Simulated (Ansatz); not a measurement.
**BaTiO3 in Ansatz: the effect of Hubbard term**

Crystal: BaTiO3.

```
CELL_PARAMETERS angstrom
3.99980 0.00000 0.00000
0.00000 3.99980 0.00000
0.00000 0.00000 4.01800
ATOMIC_POSITIONS crystal
Ba 0.00000 0.00000 0.00000
Ti 0.50000 0.50000 0.49000
O 0.00000 0.50000 0.51700
O 0.50000 0.00000 0.51700
O 0.50000 0.50000 0.01900
```

Alike in all runs:

| Quantity | Value |
| --- | --- |
| Program | Ansatz 0.2.0 |
| Task | projected density of states |
| Functional | PBEsol |
| Potentials or basis | all-electron LAPW, scalar-relativistic |
| Cutoff | 400 eV (chosen from the basis error) |
| Basis error allowed | 0.002 eV/atom |
| k mesh | 7 × 7 × 7 |
| Occupations | fermi-dirac, width 0.05 eV |
| Spin | no spin polarisation |

**Question.** One run gave: gap on the mesh 2.99 eV; pressure -0.8 GPa; largest force 0.37 eV/Å. Which Hubbard term did it use?
A. Ti d U = 2 eV
B. Ti d U = 4 eV
C. Ti d U = 8 eV
D. none
E. Ti d U = 6 eV

**Answer.** C.

```csv
Hubbard term,gap on the mesh (eV),pressure (GPa),largest force (eV/Å)
none,1.88,-3.8,0.36
Ti d U = 2 eV,2.10,-3.2,0.26
Ti d U = 4 eV,2.34,-2.5,0.16
Ti d U = 6 eV,2.64,-1.7,0.21
Ti d U = 8 eV,2.99,-0.8,0.37
```

Caveats: spin-orbit coupling is left out, which moves the levels of the heavy elements; the mesh misses the band edges, which the band path finds closer together; U is the effective U less J, on atomic orbitals that reach past the spheres (some runs).

A gap of «none» marks a metal or a gap under the smearing width.

Runs at the PBE level aren't shown here.
